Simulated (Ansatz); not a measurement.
# Ge: the cost of one run

Program: Ansatz 0.2.0. Level of theory: DFT PBE, scalar-relativistic, plane waves, PAW. These are calculated values, not measurements.

### 1 The system as given

The structure is cubic, space group Fd-3m (No. 227). The conventional cell has a = 5.761 Å, b = 5.761 Å, c = 5.761 Å, α = 90.00°, β = 90.00°, γ = 90.00°. Around Ge (site symmetry -43m) lie 4 Ge at 2.49 Å.

Coordinates:

```
Ge
1.0
     0.00000    2.88054    2.88054
     2.88054    0.00000    2.88054
     2.88054    2.88054    0.00000
Ge
2
Cartesian
  0.0000 0.0000 0.0000
  1.4403 1.4403 1.4403
```

This cell was relaxed beforehand with the same method: volume 23.90 Å³/atom, gap on the mesh none (metal).

### 2 The cluster of 9 host atoms, cut as a sphere about point 0.28 0.35 0.15, shaken

The cluster is cut from the relaxed crystal and set in a periodic box with vacuum round it. Its excess energy counts from the bulk, -4294.9839 eV an atom.

The cell holds 9 Ge: a = 12.800 Å, b = 14.600 Å, c = 14.900 Å, α = 90.00°, β = 90.00°, γ = 90.00°.

### 3 The relaxation run

File input.yaml:

```yaml
crystal:
  lattice:
    - [12.8, 0.0, 0.0]
    - [0.0, 14.6, 0.0]
    - [0.0, 0.0, 14.9]
  atoms:
    - { symbol: Ge, position: [0.4500366512, 0.2941211861, 0.5014595216], spin: 0.4 }
    - { symbol: Ge, position: [0.4380353851, 0.6924695043, 0.5042776257], spin: 0.4 }
    - { symbol: Ge, position: [0.5632725622, 0.5944731585, 0.4113077835], spin: 0.4 }
    - { symbol: Ge, position: [0.4448765424, 0.4907502368, 0.30501003], spin: 0.4 }
    - { symbol: Ge, position: [0.436659341, 0.5025226608, 0.6877265402], spin: 0.4 }
    - { symbol: Ge, position: [0.5565808799, 0.3983969028, 0.5935103133], spin: 0.4 }
    - { symbol: Ge, position: [0.3342521262, 0.6011921529, 0.5884525314], spin: 0.4 }
    - { symbol: Ge, position: [0.6666911242, 0.512492837, 0.4996330231], spin: 0.4 }
    - { symbol: Ge, position: [0.3299748433, 0.4009843491, 0.3931721136], spin: 0.4 }
basis:
  ecutwfc: 420
kpoints:
  mp_grid: { grid: [1, 1, 1] }
hamiltonian:
  xc: pbe
scf:
  occupations: { method: gaussian, width: 0.05 }
output:
  forces: true
  eigenvalues: true
  populations: true
  write_density: true
  write_potential: true
  elf: true
  volumetric_format: npy
magnetization:
  spin_polarized: true
relax:
  adjacent_minimum: "off"
  f_tol: 0.03
  max_steps: 40
```

Run with:

```
$ ansatz run input.yaml --threads 4 --pin off --max-ram 11264MiB --backend cpu --events-out ev --progress --plain --runs-dir out
```

What time and memory should one allow on 4 threads of Intel Xeon Platinum 8488C (Sapphire Rapids), shared host?

About 3.8 min, with a peak of 2.3 GiB.
